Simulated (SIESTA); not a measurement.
ZnS (Wurtzite-2H):

```xyz
4
Lattice="3.8110 0.0000 0.0000 -1.9055 3.3004 0.0000 0.0000 0.0000 6.2340" Properties=species:S:1:pos:R:3 pbc="T T T"
Zn    1.9055    1.1001    3.1170
Zn    0.0000    2.2003    0.0000
S     1.9055    1.1001    5.5171
S     0.0000    2.2003    2.4001
```

Program: SIESTA 5.4.2. Alike in all runs: task band structure; no spin polarisation; cell as given; k mesh 8 × 8 × 5; smearing fermi-dirac 0.05 eV; grid cutoff 800 Ry.

Q: Order these runs on this cell by their pressure, lowest first.
A. level PBE; potentials or basis PseudoDojo 0.4 standard (PBE files), TZP (energy shift 0.01 Ry); energy shift 0.01 Ry
B. level PBE; potentials or basis PseudoDojo 0.4 standard (PBE files), TZDP (energy shift 0.002 Ry); energy shift 0.002 Ry
C. level LDA; potentials or basis PseudoDojo 0.4 standard (LDA files), DZP (energy shift 0.002 Ry); energy shift 0.002 Ry

A: C (-2.0 GPa), A (0.8 GPa), B (2.5 GPa).

Caveats: semicore shells carry a single zeta, which can move pressures by several GPa and volumes by a few percent; the basis of atomic orbitals isn't converged, which shifts pressures, moduli and gaps.
